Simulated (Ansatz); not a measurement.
A trial cell of CdS, before relaxation:

```
Cd S
1.0
    -3.82853    3.82853    3.82853
     3.82853   -3.82853    3.82853
     3.82853    3.82853   -3.82853
Cd S
4 4
Direct
  0.31720 0.31720 0.31720
  0.00000 0.00000 0.68280
  0.00000 0.68280 0.00000
  0.68280 0.00000 0.00000
  0.68280 0.68280 0.68280
  0.00000 0.00000 0.31720
  0.00000 0.31720 0.00000
  0.31720 0.00000 0.00000
```

The calculation used DFT PBE, scalar-relativistic, plane waves, PAW in Ansatz 0.2.0. Cutoff 420 eV, Gaussian smearing, Γ-centred meshes. Cell and atoms relax first on a coarse mesh and then on a converged one. In between, the cell is made exact in the group found at 0.06 Å. The steps can't lower the symmetry of their start. No spin polarisation.

A guess keeps its type if space group and coordination stay and the shape of the cell changes little (axis ratios within about 15 %, angles within 6°); the volume may change.

Question: Does it keep its structure type, or change into something else?

Answer: It keeps its type. The symmetry stays I-43m (No. 217). The volume per atom grows by 17.7 %, from 28.1 to 33.0 Å³. The shortest distance goes from 2.42 Å (Cd–S) to 2.47 Å (Cd–S). Counting neighbours within 15 % of an atom's shortest distance, the start has Cd 4, S 4 and the end Cd 4, S 4.

The last run used a 6×6×6 mesh for its 8-atom cell and Gaussian smearing of 0.02 eV. A later test with randomly moved atoms came back to the same energy, though modes that don't fit the test's cell weren't probed. Another cell of CdS relaxed alike, in P3_221, lies 37 meV/atom lower, so this cell isn't the stable form at this level.
